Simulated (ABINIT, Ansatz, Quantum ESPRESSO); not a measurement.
ZnS: electronic dielectric constant by level of theory

Symmetry: F-43m, No. 216, cubic system. Conventional cell: a = 5.404 Å, b = 5.404 Å, c = 5.404 Å, α = 90.00°, β = 90.00°, γ = 90.00°. Zn (site symmetry -43m) is surrounded by 4 S at 2.34 Å. Around S (site symmetry -43m) lie 4 Zn at 2.34 Å.

| rung | level | program and potentials | cutoff (eV) | k mesh | smearing | task | core time | chip | electronic dielectric constant | miss | notes |
| --- | --- | --- | --- | --- | --- | --- | --- | --- | --- | --- | --- |
| LDA | LDA | Ansatz, Ansatz PAW | 420 | 9 × 9 × 9 | fixed | Born charges and dielectric tensor | 42 s | Intel Xeon | 6.23 | +21.2 % | potentials made for PBE, which Ansatz adapts in part; 9 valence electrons an atom on average |
| GGA | PBEsol | Ansatz, Ansatz PAW | 420 | 9 × 9 × 9 | fixed | Born charges and dielectric tensor | 53 s | Arm Neoverse V2 | 6.11 | +18.9 % | potentials made for PBE, which Ansatz adapts in part; 9 valence electrons an atom on average |
| meta-GGA | r2SCAN | Ansatz, Ansatz PAW | 500 | 9 × 9 × 9 | fixed | Born charges and dielectric tensor | 1.9 min | Intel Xeon | 5.43 | +5.6 % | potentials made for PBE, which Ansatz adapts in part; 9 valence electrons an atom on average |
| GGA | PBE | Ansatz, Ansatz PAW | 420 | 7 × 7 × 7 | fixed | phonons | 4.7 min | Intel Xeon | 5.94 | +15.6 % | 9 valence electrons an atom on average |
| LDA | LDA | Ansatz, Ansatz PAW | 420 | 7 × 7 × 7 | fixed | phonons | 4.8 min | Intel Xeon Platinum 8259CL Skylake/Cascade Lake | 6.23 | +21.2 % | potentials made for PBE, which Ansatz adapts in part; 9 valence electrons an atom on average |
| GGA | PBE | Quantum ESPRESSO, SG15 PBE 1.2 | 952 | 6 × 6 × 6, shifted | fixed | phonons | 7.9 min | Intel Xeon Platinum 8375C Ice Lake | 5.96 | +16.0 % | 13 valence electrons an atom on average; cell relaxed first (20.19 Å³/atom) |
| GGA | PBE | ABINIT, PseudoDojo NC SR PBE v0.4.1 standard | 1034 | 4 × 4 × 4, 4 shifts | fixed | phonon dispersion | 70 min | Arm Neoverse V1 | (a) | ? | 13 valence electrons an atom on average |

Times are single runs on shared hosts and different chips, so they are rough; meshes, cutoffs and the tasks' sizes weigh on the time. All rows: no spin polarisation. Smearing widths are in eV. The cell comes from a database and isn't always the measured one. Meshes differ between rows, which moves values too. All levels ran on this one cell, unrelaxed unless noted. Meshes are those of the run's cell of 2 atoms unless a note names another. Ansatz refines the mesh for the field response beyond the one shown. Misses use the values as printed. Runs on faulty files, with rough fits or with known faults for this quantity aren't shown. No row holds spin-orbit coupling.

Measured: 5.14 (a printed reference work). The runs are for a static lattice.

**Question.** Estimate the value left out from the other rows.

**Answer.** (a) 5.99, miss +16.5 %.
